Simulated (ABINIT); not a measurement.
Here is an ABINIT 10.8.3 (patched build) calculation.

run.abi

```
# Pseudopotentials
pp_dirpath "./"
pseudos "Mn.upf, O.upf"

# Structure
acell 3*1.0 Angstrom
rprim
     0.0000000000     2.2239077028     2.2239077028
     2.2239077028     0.0000000000     2.2239077028
     2.2239077028     2.2239077028     0.0000000000
ntypat 2
znucl 25 8
natom 2
typat 1 2
xred
     0.0000000000     0.0000000000     0.0000000000
     0.5000000000     0.5000000000     0.5000000000

# Plane-wave basis
ecut 46.0

# k points
kptopt 1
ngkpt 8 8 8
nshiftk 1
shiftk 0.0 0.0 0.0

# Exchange and correlation
ixc 7

# Bands and occupations
nband 16
occopt 3
tsmear 0.05 eV

# Spin
nsppol 2
spinat
     0.0000000000     0.0000000000     4.0000000000
     0.0000000000     0.0000000000     0.0000000000

# SCF cycle
nstep 100
tolvrs 1.0e-10

# Output
iomode 3
prtwf 0
prtden 0
prteig 0
prtebands 0
```

Potentials or basis: PseudoDojo NC SR LDA v0.4.1 standard.

Launch:

```bash
$ abinit run.abi > log 2>&1
```

Problem. What does it give for the pressure?

Solution. -16.2 GPa.

Problem. Predict the net moment.

Solution. 4.65 μB per cell.

Caveat: so large a pressure means that the cell lies far from this level's equilibrium, or that cutoff or potentials fall short; a cell with one magnetic atom can't hold antiferromagnetic order, which such compounds often take.
